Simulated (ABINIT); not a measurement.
# HCl (Fmmm) in ABINIT: single point with PBEsol

Aim: the single point of HCl with PBEsol.

Everything below comes from runs of ABINIT 10.8.3 (patched build). Logs are shortened: lines on timing, memory, paths and dates and some standing lists are left out, and cuts for length are marked. The log counts tension as positive stress, the text compression.

## Step 1: The crystal as given

Symmetry: Fmmm, No. 69, orthorhombic system. The conventional cell has a = 5.030 Å, b = 5.350 Å, c = 5.710 Å, α = 90.00°, β = 90.00°, γ = 90.00°. Cl (site symmetry mmm) has 6 H at 2.52 to 2.85 Å as nearest neighbours. H (site symmetry mmm) is surrounded by 6 Cl at 2.52 to 2.85 Å.

## Step 2: Single point, PBEsol

run.abi reads:

```
# Pseudopotentials
pp_dirpath "./"
pseudos "Cl.upf, H.upf"

# Structure
acell 3*1.0 Angstrom
rprim
     0.0000000000     2.6750000000     2.8550000000
     2.5150000000     0.0000000000     2.8550000000
     2.5150000000     2.6750000000     0.0000000000
ntypat 2
znucl 17 1
natom 2
typat 1 2
xred
     0.5000000000     0.5000000000     0.5000000000
     0.0000000000     0.0000000000     0.0000000000
chkprim 0
chksymtnons 0
tolsym 1.0e-6

# Plane-wave basis
ecut 32.0

# k points
kptopt 1
ngkpt 7 7 7
nshiftk 1
shiftk 0.0 0.0 0.0

# Exchange and correlation
ixc -116133

# Bands and occupations
nband 8
occopt 3
tsmear 0.00183747

# SCF cycle
nstep 100
tolvrs 1.0e-10

# Output
iomode 3
prtwf 0
prtden 0
prteig 0
prtebands 0
enunit 2
```

Potentials or basis: PseudoDojo NC SR PBEsol v0.4.1 standard.

Command:

```sh
$ abinit run.abi > log 2>&1
```

run.abo:

```text
.Version 10.8.3 of ABINIT
 Symmetries : space group Fm m m (# 69); Bravais oF (face-center ortho.)
================================================================================
 Values of the parameters that define the memory need of the present run
     intxc =       0    ionmov =       0      iscf =       7    lmnmax =       6
     lnmax =       6     mgfft =      40  mpssoang =       3    mqgrid =    3001
     natom =       2  nloc_mem =       1    nspden =       1   nspinor =       1
    nsppol =       1      nsym =       8    n1xccc =    2501    ntypat =       2
    occopt =       3   xclevel =       2
       mpw =        2261          nfft =       64000          nkpt =          64
================================================================================
================================================================================

--------------------------------------------------------------------------------
------------- Echo of variables that govern the present computation ------------
--------------------------------------------------------------------------------
 -outvars: echo values of preprocessed input variables --------
            acell      1.8897261259E+00  1.8897261259E+00  1.8897261259E+00 Bohr
              amu      3.54527000E+01  1.00794000E+00
          chkprim           0
      chksymtnons           0
             ecut      3.20000000E+01 Hartree
           enunit           2
                       outvar_i_n : Printing only first  50 k-points.
              ixc     -116133
                       outvar_i_n : Printing only first  50 k-points.
         kptrlatt        7    0    0      0    7    0      0    0    7
          kptrlen      4.85685956E+01
            natom           2
            nband           8
            ngfft          40      40      40
             nkpt          64
            nstep         100
             nsym           8
           ntypat           2
                       prtocc : prtvol=0, do not print more k-points.
           occopt           3
           prtden           0
        prtebands           0
           prteig           0
            prtwf           0
            rprim      0.0000000000E+00  2.6750000000E+00  2.8550000000E+00
                       2.5150000000E+00  0.0000000000E+00  2.8550000000E+00
                       2.5150000000E+00  2.6750000000E+00  0.0000000000E+00
          spgroup          69
           tolsym      1.00000000E-06
           tolvrs      1.00000000E-10
           tsmear      1.83747000E-03 Hartree
            typat      1  2
                       outvars : Printing only first  50 k-points.
           xangst      2.5150000000E+00  2.6750000000E+00  2.8550000000E+00
                       0.0000000000E+00  0.0000000000E+00  0.0000000000E+00
            xcart      4.7526612067E+00  5.0550173868E+00  5.3951680895E+00
                       0.0000000000E+00  0.0000000000E+00  0.0000000000E+00
             xred      5.0000000000E-01  5.0000000000E-01  5.0000000000E-01
                       0.0000000000E+00  0.0000000000E+00  0.0000000000E+00
            znucl       17.00000    1.00000
[... 100 lines left out ...]

 ----iterations are completed or convergence reached----

 Mean square residual over all n,k,spin=   12.222E-08; max=  23.359E-06
 reduced coordinates (array xred) for    2 atoms
       0.500000000000      0.500000000000      0.500000000000
       0.000000000000      0.000000000000      0.000000000000
 rms dE/dt=  0.0000E+00; max dE/dt=  0.0000E+00; dE/dt below (all hartree)
    1       0.000000000000      0.000000000000      0.000000000000
    2       0.000000000000      0.000000000000      0.000000000000

 cartesian coordinates (angstrom) at end:
    1      2.51500000000000     2.67500000000000     2.85500000000000
    2      0.00000000000000     0.00000000000000     0.00000000000000

 cartesian forces (hartree/bohr) at end:
    1     -0.00000000000000    -0.00000000000000    -0.00000000000000
    2     -0.00000000000000    -0.00000000000000    -0.00000000000000
 frms,max,avg= 0.0000000E+00 0.0000000E+00   0.000E+00  0.000E+00  0.000E+00 h/b

 cartesian forces (eV/Angstrom) at end:
    1     -0.00000000000000    -0.00000000000000    -0.00000000000000
    2     -0.00000000000000    -0.00000000000000    -0.00000000000000
 frms,max,avg= 0.0000000E+00 0.0000000E+00   0.000E+00  0.000E+00  0.000E+00 e/A
 length scales=  1.889726125908  1.889726125908  1.889726125908 bohr
              =  1.000000000000  1.000000000000  1.000000000000 angstroms
 Fermi (or HOMO) energy (hartree) =  -0.06999   Average Vxc (hartree)=  -0.29936
 Eigenvalues (hartree) for nkpt=  64  k points:
 kpt#   1, nband=  8, wtk=  0.00292, kpt=  0.0000  0.0000  0.0000 (reduced coord)
  -0.55961   -0.07947   -0.07466   -0.07274   -0.07088    0.34392    0.36812    0.38749
      occupation numbers for kpt#   1
   2.00000    1.98854    1.85385    1.63390    1.23756    0.00000    0.00000    0.00000
 prteigrs : prtvol=0 or 1, do not print more k-points.

 Fermi (or HOMO) energy (eV) =  -1.90457   Average Vxc (eV)=  -8.14604
 Eigenvalues (   eV  ) for nkpt=  64  k points:
 kpt#   1, nband=  8, wtk=  0.00292, kpt=  0.0000  0.0000  0.0000 (reduced coord)
 -15.22784   -2.16241   -2.03159   -1.97936   -1.92879    9.35844   10.01718   10.54420
 prteigrs : prtvol=0 or 1, do not print more k-points.

--- !EnergyTerms
iteration_state     : {dtset: 1, }
comment             : Components of total free energy in Hartree
kinetic             :  5.72242358732398E+00
hartree             :  2.82072118316929E+00
xc                  : -4.59989301106462E+00
Ewald energy        : -1.20602311499984E+01
psp_core            :  2.87338928552914E-01
local_psp           : -1.12323015993585E+01
non_local_psp       :  2.20312340582897E+00
internal            : -1.68588186555463E+01
'-kT*entropy'       : -1.57335020488365E-04
total_energy        : -1.68589759905668E+01
total_energy_eV     : -4.58756107391034E+02
band_energy         : -1.79921269805834E+00
...

 Cartesian components of stress tensor (hartree/bohr^3)
  sigma(1 1)=  5.43683119E-04  sigma(3 2)=  0.00000000E+00
  sigma(2 2)=  3.42897782E-04  sigma(3 1)=  0.00000000E+00
  sigma(3 3)=  2.12056301E-04  sigma(2 1)=  0.00000000E+00

-Cartesian components of stress tensor (GPa)         [Pressure= -1.0774E+01 GPa]
- sigma(1 1)=  1.59957096E+01  sigma(3 2)=  0.00000000E+00
- sigma(2 2)=  1.00884010E+01  sigma(3 1)=  0.00000000E+00
- sigma(3 3)=  6.23891179E+00  sigma(2 1)=  0.00000000E+00

== END DATASET(S) ==============================================================
================================================================================

 -outvars: echo values of variables after computation  --------
            acell      1.8897261259E+00  1.8897261259E+00  1.8897261259E+00 Bohr
           etotal     -1.6858975991E+01
            fcart     -0.0000000000E+00 -0.0000000000E+00 -0.0000000000E+00
                      -0.0000000000E+00 -0.0000000000E+00 -0.0000000000E+00
            rprim      0.0000000000E+00  2.6750000000E+00  2.8550000000E+00
                       2.5150000000E+00  0.0000000000E+00  2.8550000000E+00
                       2.5150000000E+00  2.6750000000E+00  0.0000000000E+00
           strten      5.4368311871E-04  3.4289778171E-04  2.1205630147E-04
                       0.0000000000E+00  0.0000000000E+00  0.0000000000E+00
           xangst      2.5150000000E+00  2.6750000000E+00  2.8550000000E+00
                       0.0000000000E+00  0.0000000000E+00  0.0000000000E+00
             xred      5.0000000000E-01  5.0000000000E-01  5.0000000000E-01
                       0.0000000000E+00  0.0000000000E+00  0.0000000000E+00
 Calculation completed.
```

Wall time 26 s (1 thread of Intel Xeon 6975P-C (Granite Rapids), shared host); peak memory 0.08 GiB.

Results:

* Free energy: -458.7561 eV
* Pressure: -10.8 GPa
* Band gap on the k mesh: none (metal or under the smearing width)
* Valence electrons inside the program's atomic spheres: Cl 4.89; H 0.59

Stress tensor (GPa, compression positive):
```
-16.00   0.00   0.00
  0.00 -10.09   0.00
  0.00   0.00  -6.24
```
